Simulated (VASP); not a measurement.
# SiC (Moissanite 3C): NMR shieldings, part 3 of 3

What are the shielding tensors of SiC (Moissanite 3C)? The cell is of the zinc-blende type, one of the forms listed for this formula, which need not be the common one. The start is a cell from a database of measured crystal structures.

VASP 6.6.1, plane waves and PAW; the level of theory is named at each step.

So far. Step 2 (Ground state): The cell has a gap of 1.45 eV on this mesh and a pressure of -2.8 GPa, which holds the misfit of the given cell and coordinates with this functional, and any error of cutoff, mesh and data sets.

## 4. Lower cutoff

Level of this step: chemical shifts by linear response (GIPAW), LDA; plane waves and PAW (Si, C) (VASP).

A lower cutoff shows what can be saved.

Input file INCAR:

```
SYSTEM = SiC
PREC = Accurate
ENCUT = 320
EDIFF = 1E-09
NELM = 100
ISMEAR = 0
SIGMA = 0.01
LREAL = .FALSE.
ALGO = Normal
GGA = CA
NBANDS = 10
LWAVE = .FALSE.
LCHARG = .FALSE.
KPAR = 2
LCHIMAG = .TRUE.
LEFG = .TRUE.
DQ = 0.001
ICHIBARE = 1
LNMR_SYM_RED = .TRUE.
```

Input file POSCAR:

```
SiC
1.0
    0.0000000000      2.1790000000      2.1790000000
    2.1790000000      0.0000000000      2.1790000000
    2.1790000000      2.1790000000      0.0000000000
Si C
1 1
Direct
    0.0000000000      0.0000000000      0.0000000000
    0.7500000000      0.7500000000      0.7500000000
```

Input file KPOINTS:

```
Automatic mesh
0
Gamma
8 8 8
0 0 0
```

The projector-augmented-wave data sets are Si and C (LDA family, release 64).

On the command line:

```bash
$ mpirun -np 2 vasp_std
```

Output:

```text
[... set-up lines as in an earlier step ...]
 entering main loop
       N       E                     dE             d eps       ncg     rms          rms(c)
DAV:   1    -0.403708570062E+01   -0.40371E+01   -0.28892E+03   596   0.449E+02
DAV:   2    -0.182410120113E+02   -0.14204E+02   -0.13509E+02   780   0.912E+01
DAV:   3    -0.185892468430E+02   -0.34823E+00   -0.34798E+00   678   0.126E+01
DAV:   4    -0.185903847486E+02   -0.11379E-02   -0.11378E-02   672   0.876E-01
DAV:   5    -0.185903898921E+02   -0.51435E-05   -0.51434E-05   696   0.520E-02    0.898E+00
DAV:   6    -0.167506758153E+02    0.18397E+01   -0.67652E+00   606   0.123E+01    0.403E+00
DAV:   7    -0.166727000579E+02    0.77976E-01   -0.37712E-01   680   0.370E+00    0.176E+00
DAV:   8    -0.166524707163E+02    0.20229E-01   -0.26295E-02   616   0.102E+00    0.179E-01
DAV:   9    -0.166520974436E+02    0.37327E-03   -0.17692E-03   710   0.238E-01    0.939E-02
DAV:  10    -0.166521098685E+02   -0.12425E-04   -0.10046E-04   616   0.654E-02    0.307E-02
DAV:  11    -0.166521104111E+02   -0.54262E-06   -0.23300E-06   700   0.106E-02    0.128E-02
DAV:  12    -0.166521101443E+02    0.26675E-06   -0.61682E-07   608   0.388E-03    0.597E-04
DAV:  13    -0.166521101549E+02   -0.10511E-07   -0.29081E-08   674   0.109E-03    0.603E-04
DAV:  14    -0.166521101590E+02   -0.41553E-08   -0.27466E-10   356   0.125E-04    0.128E-04
DAV:  15    -0.166521101587E+02    0.31298E-09   -0.69804E-11   308   0.633E-05
ion   1
     0.0000000     0.0000000    -0.0000000     0.0000000    -0.0000000    -0.0000000
     0.0000353     0.0000000    -0.0000000     0.0000000    -0.0000000    -0.0000000
     0.0000487     0.0000000    -0.0000000     0.0000000    -0.0000000    -0.0000000
     0.0000670     0.0000000    -0.0000000     0.0000000    -0.0000000    -0.0000000
     0.0000923     0.0000000    -0.0000000     0.0000000    -0.0000000    -0.0000000

     0.0000000     0.0000000    -0.0000000     0.0000000    -0.0000000    -0.0000000
     0.0000353     0.0000000    -0.0000000     0.0000000    -0.0000000    -0.0000000
     0.0000487     0.0000000    -0.0000000     0.0000000    -0.0000000    -0.0000000
     0.0000670     0.0000000    -0.0000000     0.0000000    -0.0000000    -0.0000000
     0.0000923     0.0000000    -0.0000000     0.0000000    -0.0000000    -0.0000000

ion   2
     0.0000000     0.0000000    -0.0000000     0.0000000    -0.0000000     0.0000000
     0.0000266     0.0000000    -0.0000000     0.0000000    -0.0000000     0.0000000
     0.0000367     0.0000000    -0.0000000     0.0000000    -0.0000000     0.0000000
     0.0000505     0.0000000    -0.0000000     0.0000000    -0.0000000     0.0000000
     0.0000695     0.0000000    -0.0000000     0.0000000    -0.0000000     0.0000000

     0.0000000     0.0000000    -0.0000000     0.0000000    -0.0000000     0.0000000
     0.0000266     0.0000000    -0.0000000     0.0000000    -0.0000000     0.0000000
     0.0000367     0.0000000    -0.0000000     0.0000000    -0.0000000     0.0000000
     0.0000505     0.0000000    -0.0000000     0.0000000    -0.0000000     0.0000000
     0.0000695     0.0000000    -0.0000000     0.0000000    -0.0000000     0.0000000

   1 F= -.16652110E+02 E0= -.16652110E+02  d E =-.723238E-12
DAV:   1     0.175537877049E+02    0.17554E+02    0.00000E+00     0   0.000E+00
DAV:   2     0.175537877049E+02    0.00000E+00    0.00000E+00     0   0.000E+00
BDIR= 1  IDIR= 2  IQ= -1
DAV:   1     0.351156004453E+02    0.35116E+02   -0.11925E-02   620   0.411E-01
DAV:   2     0.351155837800E+02   -0.16665E-04   -0.16665E-04   628   0.985E-02
DAV:   3     0.351155837450E+02   -0.35036E-07   -0.35029E-07   852   0.550E-03
DAV:   4     0.351155837449E+02   -0.39137E-10   -0.17727E-10   648   0.776E-05
       N       E                     dE             d eps       ncg     rms
RMM:   1    -0.212391885579E+02   -0.21239E+02   -0.47208E+01  1295   0.263E+01
RMM:   2    -0.219077063533E+02   -0.66852E+00   -0.57617E-01  1335   0.363E+00
RMM:   3    -0.219287613873E+02   -0.21055E-01   -0.23082E-02  1334   0.528E-01
RMM:   4    -0.219297546911E+02   -0.99330E-03   -0.15134E-03  1368   0.107E-01
RMM:   5    -0.219298195691E+02   -0.64878E-04   -0.97170E-05  1359   0.217E-02
RMM:   6    -0.219298244622E+02   -0.48930E-05   -0.72461E-06  1372   0.521E-03
RMM:   7    -0.219298248421E+02   -0.37994E-06   -0.62242E-07  1284   0.127E-03
RMM:   8    -0.219298248763E+02   -0.34179E-07   -0.49186E-08  1173   0.345E-04
RMM:   9    -0.219298248789E+02   -0.26146E-08   -0.43071E-09  1084   0.103E-04
RMM:  10    -0.219298248792E+02   -0.25263E-09   -0.34130E-10  1042   0.454E-05
BDIR= 1  IDIR= 2  IQ=  0
DAV:   1     0.351075743871E+02    0.35108E+02   -0.26622E-12   304   0.155E-05
DAV:   2     0.351075743872E+02    0.53241E-10   -0.54112E-13   304   0.409E-06
       N       E                     dE             d eps       ncg     rms
RMM:   1    -0.212639365863E+02   -0.21264E+02   -0.47352E+01  1294   0.263E+01
RMM:   2    -0.219342633212E+02   -0.67033E+00   -0.57490E-01  1326   0.363E+00
RMM:   3    -0.219552006876E+02   -0.20937E-01   -0.23027E-02  1314   0.528E-01
RMM:   4    -0.219561902252E+02   -0.98954E-03   -0.15039E-03  1335   0.107E-01
RMM:   5    -0.219562545444E+02   -0.64319E-04   -0.96648E-05  1312   0.215E-02
RMM:   6    -0.219562594087E+02   -0.48643E-05   -0.71667E-06  1327   0.512E-03
RMM:   7    -0.219562597841E+02   -0.37545E-06   -0.61706E-07  1222   0.123E-03
RMM:   8    -0.219562598180E+02   -0.33869E-07   -0.48457E-08  1086   0.327E-04
RMM:   9    -0.219562598206E+02   -0.25692E-08   -0.42625E-09  1002   0.993E-05
RMM:  10    -0.219562598208E+02   -0.25012E-09   -0.33438E-10   950   0.442E-05
BDIR= 1  IDIR= 2  IQ=  1
DAV:   1     0.350993096713E+02    0.35099E+02   -0.11902E-02   622   0.411E-01
DAV:   2     0.350992930073E+02   -0.16664E-04   -0.16664E-04   628   0.985E-02
DAV:   3     0.350992929721E+02   -0.35227E-07   -0.35214E-07   860   0.551E-03
DAV:   4     0.350992929721E+02   -0.95923E-12   -0.13743E-10   646   0.731E-05
       N       E                     dE             d eps       ncg     rms
RMM:   1    -0.212893318318E+02   -0.21289E+02   -0.47500E+01  1293   0.263E+01
RMM:   2    -0.219617302409E+02   -0.67240E+00   -0.57407E-01  1334   0.363E+00
RMM:   3    -0.219825762849E+02   -0.20846E-01   -0.22997E-02  1333   0.527E-01
RMM:   4    -0.219835632636E+02   -0.98698E-03   -0.14968E-03  1366   0.107E-01
RMM:   5    -0.219836272658E+02   -0.64002E-04   -0.96554E-05  1357   0.216E-02
RMM:   6    -0.219836321293E+02   -0.48635E-05   -0.71562E-06  1372   0.517E-03
RMM:   7    -0.219836325048E+02   -0.37543E-06   -0.61903E-07  1283   0.126E-03
[...]
RLQ:   3    -0.504235715302E-01   -0.22931E-03   -0.26287E-04  1294   0.563E-02
RLQ:   4    -0.504329556645E-01   -0.93841E-05   -0.13194E-05  1300   0.974E-03
RLQ:   5    -0.504335061820E-01   -0.55052E-06   -0.94188E-07  1264   0.240E-03
RLQ:   6    -0.504335501353E-01   -0.43953E-07   -0.64192E-08  1151   0.559E-04
RLQ:   7    -0.504335531702E-01   -0.30349E-08   -0.61853E-09  1066   0.166E-04
RLQ:   8    -0.504335534288E-01   -0.25866E-09   -0.38212E-10  1000   0.557E-05
BDIR= 3  IDIR= 1  IQ= -1
DAV:   1     0.351220456388E+02    0.35122E+02   -0.11802E-02   614   0.420E-01
DAV:   2     0.351220284543E+02   -0.17184E-04   -0.17184E-04   642   0.994E-02
DAV:   3     0.351220284198E+02   -0.34502E-07   -0.34568E-07   870   0.541E-03
DAV:   4     0.351220284197E+02   -0.57902E-10   -0.89483E-11   650   0.649E-05
       N       E                     dE             d eps       ncg     rms
RMM:   1    -0.307373064456E+02   -0.30737E+02   -0.87627E+01  1302   0.282E+01
RMM:   2    -0.322887619173E+02   -0.15515E+01   -0.11115E+00  1331   0.458E+00
RMM:   3    -0.323308968674E+02   -0.42135E-01   -0.54352E-02  1337   0.726E-01
RMM:   4    -0.323331926882E+02   -0.22958E-02   -0.30982E-03  1370   0.168E-01
RMM:   5    -0.323333330511E+02   -0.14036E-03   -0.24504E-04  1366   0.386E-02
RMM:   6    -0.323333447603E+02   -0.11709E-04   -0.16289E-05  1366   0.996E-03
RMM:   7    -0.323333455981E+02   -0.83780E-06   -0.15376E-06  1275   0.259E-03
RMM:   8    -0.323333456773E+02   -0.79130E-07   -0.10828E-07  1186   0.706E-04
RMM:   9    -0.323333456829E+02   -0.56512E-08   -0.10557E-08  1151   0.206E-04
RMM:  10    -0.323333456835E+02   -0.57571E-09   -0.76651E-10  1116   0.703E-05
BDIR= 3  IDIR= 1  IQ=  0
DAV:   1     0.351075743871E+02    0.35108E+02   -0.27079E-12   304   0.155E-05
DAV:   2     0.351075743871E+02   -0.20947E-10   -0.39543E-13   304   0.409E-06
       N       E                     dE             d eps       ncg     rms
RMM:   1    -0.307682111234E+02   -0.30768E+02   -0.87726E+01  1302   0.282E+01
RMM:   2    -0.323220657704E+02   -0.15539E+01   -0.11157E+00  1318   0.458E+00
RMM:   3    -0.323644301655E+02   -0.42364E-01   -0.54634E-02  1318   0.727E-01
RMM:   4    -0.323667395564E+02   -0.23094E-02   -0.31200E-03  1337   0.169E-01
RMM:   5    -0.323668809383E+02   -0.14138E-03   -0.24683E-04  1323   0.387E-02
RMM:   6    -0.323668927244E+02   -0.11786E-04   -0.16417E-05  1325   0.999E-03
RMM:   7    -0.323668935687E+02   -0.84426E-06   -0.15482E-06  1220   0.260E-03
RMM:   8    -0.323668936483E+02   -0.79564E-07   -0.10903E-07  1143   0.709E-04
RMM:   9    -0.323668936540E+02   -0.56923E-08   -0.10620E-08  1082   0.207E-04
RMM:  10    -0.323668936545E+02   -0.57823E-09   -0.77131E-10  1043   0.706E-05
BDIR= 3  IDIR= 1  IQ=  1
DAV:   1     0.350928705137E+02    0.35093E+02   -0.11788E-02   616   0.420E-01
DAV:   2     0.350928533266E+02   -0.17187E-04   -0.17187E-04   642   0.995E-02
DAV:   3     0.350928532922E+02   -0.34425E-07   -0.34407E-07   854   0.540E-03
DAV:   4     0.350928532922E+02   -0.98197E-11   -0.18235E-10   652   0.797E-05
       N       E                     dE             d eps       ncg     rms
RMM:   1    -0.307967579980E+02   -0.30797E+02   -0.87798E+01  1303   0.282E+01
RMM:   2    -0.323532250584E+02   -0.15565E+01   -0.11202E+00  1330   0.458E+00
RMM:   3    -0.323958287260E+02   -0.42604E-01   -0.54922E-02  1337   0.728E-01
RMM:   4    -0.323981514653E+02   -0.23227E-02   -0.31416E-03  1370   0.169E-01
RMM:   5    -0.323982939326E+02   -0.14247E-03   -0.24861E-04  1366   0.388E-02
RMM:   6    -0.323983057952E+02   -0.11863E-04   -0.16554E-05  1366   0.100E-02
RMM:   7    -0.323983066464E+02   -0.85116E-06   -0.15583E-06  1275   0.262E-03
RMM:   8    -0.323983067263E+02   -0.79957E-07   -0.10980E-07  1186   0.713E-04
RMM:   9    -0.323983067321E+02   -0.57326E-08   -0.10668E-08  1153   0.208E-04
RMM:  10    -0.323983067326E+02   -0.57958E-09   -0.77472E-10  1116   0.709E-05
BDIR= 3  IDIR= 2  IQ= -1
DAV:   1     0.351156004453E+02    0.35116E+02   -0.11925E-02   620   0.411E-01
DAV:   2     0.351155837800E+02   -0.16665E-04   -0.16665E-04   628   0.985E-02
DAV:   3     0.351155837449E+02   -0.35026E-07   -0.35029E-07   852   0.550E-03
DAV:   4     0.351155837449E+02   -0.36877E-11   -0.17700E-10   648   0.776E-05
       N       E                     dE             d eps       ncg     rms
RMM:   1    -0.307078665122E+02   -0.30708E+02   -0.88553E+01  1280   0.287E+01
RMM:   2    -0.323152668530E+02   -0.16074E+01   -0.11577E+00  1325   0.469E+00
RMM:   3    -0.323590607189E+02   -0.43794E-01   -0.54093E-02  1332   0.738E-01
RMM:   4    -0.323612319859E+02   -0.21713E-02   -0.29281E-03  1354   0.166E-01
RMM:   5    -0.323613644794E+02   -0.13249E-03   -0.22910E-04  1349   0.377E-02
RMM:   6    -0.323613749764E+02   -0.10497E-04   -0.14684E-05  1356   0.946E-03
RMM:   7    -0.323613757072E+02   -0.73079E-06   -0.13404E-06  1272   0.242E-03
RMM:   8    -0.323613757731E+02   -0.65974E-07   -0.89776E-08  1183   0.643E-04
RMM:   9    -0.323613757777E+02   -0.45698E-08   -0.85448E-09  1129   0.185E-04
RMM:  10    -0.323613757781E+02   -0.44002E-09   -0.58884E-10  1082   0.639E-05
BDIR= 3  IDIR= 2  IQ=  0
DAV:   1     0.351075743871E+02    0.35108E+02   -0.27128E-12   304   0.155E-05
DAV:   2     0.351075743871E+02    0.36003E-10   -0.51678E-13   304   0.409E-06
       N       E                     dE             d eps       ncg     rms
RMM:   1    -0.306145332755E+02   -0.30615E+02   -0.88148E+01  1279   0.287E+01
RMM:   2    -0.322127507044E+02   -0.15982E+01   -0.11489E+00  1315   0.467E+00
RMM:   3    -0.322561469901E+02   -0.43396E-01   -0.53618E-02  1317   0.735E-01
RMM:   4    -0.322582985157E+02   -0.21515E-02   -0.28988E-03  1329   0.165E-01
RMM:   5    -0.322584296607E+02   -0.13115E-03   -0.22696E-04  1314   0.375E-02
RMM:   6    -0.322584400683E+02   -0.10408E-04   -0.14532E-05  1321   0.939E-03
RMM:   7    -0.322584407914E+02   -0.72312E-06   -0.13286E-06  1228   0.239E-03
RMM:   8    -0.322584408569E+02   -0.65491E-07   -0.88882E-08  1143   0.636E-04
RMM:   9    -0.322584408615E+02   -0.45202E-08   -0.84743E-09  1057   0.182E-04
RMM:  10    -0.322584408619E+02   -0.43728E-09   -0.58394E-10  1008   0.633E-05
BDIR= 3  IDIR= 2  IQ=  1
DAV:   1     0.350993096713E+02    0.35099E+02   -0.11902E-02   622   0.411E-01
DAV:   2     0.350992930073E+02   -0.16664E-04   -0.16664E-04   628   0.985E-02
DAV:   3     0.350992929721E+02   -0.35203E-07   -0.35214E-07   860   0.551E-03
DAV:   4     0.350992929721E+02   -0.55138E-10   -0.13781E-10   646   0.731E-05
       N       E                     dE             d eps       ncg     rms
RMM:   1    -0.305207475704E+02   -0.30521E+02   -0.87729E+01  1280   0.287E+01
RMM:   2    -0.321091324299E+02   -0.15884E+01   -0.11394E+00  1325   0.466E+00
RMM:   3    -0.321520836797E+02   -0.42951E-01   -0.53089E-02  1331   0.732E-01
RMM:   4    -0.321542125397E+02   -0.21289E-02   -0.28652E-03  1357   0.164E-01
RMM:   5    -0.321543420675E+02   -0.12953E-03   -0.22432E-04  1348   0.373E-02
RMM:   6    -0.321543523589E+02   -0.10291E-04   -0.14345E-05  1355   0.932E-03
RMM:   7    -0.321543530725E+02   -0.71364E-06   -0.13135E-06  1273   0.238E-03
RMM:   8    -0.321543531373E+02   -0.64823E-07   -0.87796E-08  1181   0.634E-04
RMM:   9    -0.321543531418E+02   -0.44638E-08   -0.83879E-09  1130   0.182E-04
RMM:  10    -0.321543531422E+02   -0.43330E-09   -0.57736E-10  1079   0.632E-05
       N       E                     dE             d eps       ncg     rms
RLQ:   1    -0.463153937291E-01   -0.46315E-01   -0.76825E-02   984   0.138E+00
RLQ:   2    -0.491955466369E-01   -0.28802E-02   -0.67803E-03  1140   0.303E-01
RLQ:   3    -0.493533298706E-01   -0.15778E-03   -0.14354E-04  1118   0.387E-02
RLQ:   4    -0.493589498296E-01   -0.56200E-05   -0.86552E-06  1141   0.707E-03
RLQ:   5    -0.493593723561E-01   -0.42253E-06   -0.59366E-07  1050   0.171E-03
RLQ:   6    -0.493594053944E-01   -0.33038E-07   -0.58421E-08   960   0.462E-04
RLQ:   7    -0.493594085976E-01   -0.32031E-08   -0.47656E-09   864   0.143E-04
RLQ:   8    -0.493594088649E-01   -0.26737E-09   -0.51115E-10   826   0.571E-05
```

Wall time 23 s (2 MPI ranks of Intel Xeon 6975P-C (Granite Rapids), shared host); peak memory 0.23 GiB.

OUTCAR, selected parts (step 4):

```text
The static configuration has the point symmetry T_d .

 Found     29 irreducible k-points:

   dimension x,y,z NGX =    18 NGY =   18 NGZ =   18
   dimension x,y,z NGXF=    36 NGYF=   36 NGZF=   36

   ENCUT  =  320.0 eV  23.52 Ry    4.85 a.u.   4.49  4.49  4.49*2*pi/ulx,y,z

   NELECT =       8.0000    total number of electrons

  Total       -1.2738785     -1.2738785     -1.2738785     -0.0000000     -0.0000000     -0.0000000
  in kB      -98.6363308    -98.6363308    -98.6363308     -0.0000000     -0.0000000     -0.0000000
  external PRESSURE =     -98.6363308 kB  Pullay stress =       0.0000000 kB

  energy-cutoff  :      320.00
  volume of cell :       20.69
      direct lattice vectors                 reciprocal lattice vectors
     0.000000000  2.179000000  2.179000000    -0.229463056  0.229463056  0.229463056
     2.179000000  0.000000000  2.179000000     0.229463056 -0.229463056  0.229463056
     2.179000000  2.179000000  0.000000000     0.229463056  0.229463056 -0.229463056

 POSITION                                       TOTAL-FORCE (eV/Angst)
 -----------------------------------------------------------------------------------
      0.00000      0.00000      0.00000         0.000000      0.000000      0.000000
      3.26850      3.26850      3.26850        -0.000000     -0.000000     -0.000000
 -----------------------------------------------------------------------------------
    total drift:                                0.000000      0.000000     -0.000000

 Electric field gradients after diagonalization (V/A^2)
 (convention: |V_zz| > |V_xx| > |V_yy|)
----------------------------------------------------------------------
 ion       V_xx      V_yy      V_zz     asymmetry (V_yy - V_xx)/ V_zz
----------------------------------------------------------------------
   1      -0.000    -0.000     0.000       0.000
   2      -0.001    -0.001     0.001       0.000
----------------------------------------------------------------------

  ORBITAL MAGNETIC SUSCEPTIBILITY, excluding core contribution
 -------------------------------------------------------------
  Approximate magnetic susceptibility, pGv (10^-6 cm^3/mole)
     1        -25.263122          0.000000         -0.000000
     2         -0.000000        -25.263122          0.000000
     3          0.000000         -0.000000        -25.263122
 -------------------------------------------------------------
  Approximate magnetic susceptibility, vGv (10^-6 cm^3/mole)
     1        -20.470200          0.000000          0.000000
     2          0.000000        -20.470200          0.000000
     3          0.000000          0.000000        -20.470200

  BDIR labels direction of applied magnetic field (i.e. B0)
  For BDIR==1, B0 along x-axis, etc.
  Induced field listed along cartesian directions for each BDIR
 ------------------------------------------------------------------------------------------
                 EXCLUDING G=0 CONTRIBUTION              INCLUDING G=0 CONTRIBUTION
 ------------------------------------------------------------------------------------------
  ion  BDIR            X           Y           Z                X           Y           Z
          (   iso_shield        span        skew ) (   iso_shield        span        skew )
 ------------------------------------------------------------------------------------------
    1     1     332.7974     -0.0000      0.0000         351.4887     -0.0000      0.0000
          2      -0.0000    332.7974     -0.0000          -0.0000    351.4887     -0.0000
          3       0.0000      0.0000    332.7974           0.0000      0.0000    351.4887
          (     332.7974      0.0000      0.0000 ) (     351.4887      0.0000      0.0000 )

    2     1     145.0098      0.0000     -0.0000         163.7011      0.0000     -0.0000
          2      -0.0000    145.0098     -0.0000          -0.0000    163.7011     -0.0000
          3       0.0000      0.0000    145.0098           0.0000      0.0000    163.7011
          (     145.0098      0.0000      0.0000 ) (     163.7011      0.0000      0.0000 )
 ------------------------------------------------------------------------------------------

[... 6 parts as in an earlier step ...]

[... 1 further part left out ...]
```

The run converged; its settings lie outside those of the reference runs, so its numbers serve the comparison alone.

Against the sound run on this cell (sound settings) the energy at zero smearing moves by -7.3 meV an atom and the pressure by -5.76 GPa.

Settings moved from the usual: x = 0.8.

## 5. Summary

This step: chemical shifts by linear response (GIPAW), LDA; plane waves and PAW (VASP 6.6.1).

Derived from the runs above.

Isotropic shieldings. Cost is wall time times ranks on a shared host. Shieldings by setting:

```tsv
run	ENCUT (eV)	k mesh	Si1, Wyckoff letter a (ppm)	C2, Wyckoff letter c (ppm)	cost (core minutes)
first shielding run	560	8x8x8	350.1	153.8	1.2
lower cutoff	320	8x8x8	351.5	163.7	0.77
```

## 6. Outcome

```yaml
si_isotropic_shielding: 350.1 ppm
c_isotropic_shielding: 153.8 ppm
```

In words: At LDA, in the first shielding run, the isotropic shieldings are Si 350.1 ppm; C 153.8 ppm. In the first shielding run all tensors are isotropic to 0.5 ppm, as the cubic site symmetry asks. In the undistorted cell the field gradients vanish by symmetry; what its table shows is numerical noise. Against the first shielding run, the one with lower cutoff moves the shieldings by at most 9.9 ppm. Shifts were not obtained, since a shift is the shielding of a reference compound, computed alike, less these values. The G = 0 term is the part set by the sample's shape, taken here for a sphere. No finer mesh was run, so convergence in it isn't shown. VASP's guide advises NLSPLINE for shieldings, which this input doesn't set; the effect wasn't tested. The cell is of the zinc-blende type, one of the forms listed for this formula, which need not be the common one. The given cell is kept, although it stands at -4.1 GPa at LDA and ENCUT = 560 eV, which holds the mismatch of the given cell with this functional, any error of the entry itself and any basis-set error.

[Lines on the potential files, build, host, timing and source positions are cut from VASP's logs without a mark.]

[Logs are printed without paths, hosts, clocks, repeated set-up lines and the standing remarks that a program may print on its own settings, such as how far it seeks lower states.]

[Hosts, paths, dates, database ids (printed as entryN), source tags and the programs' standing remarks are cut or masked in the printed files.]
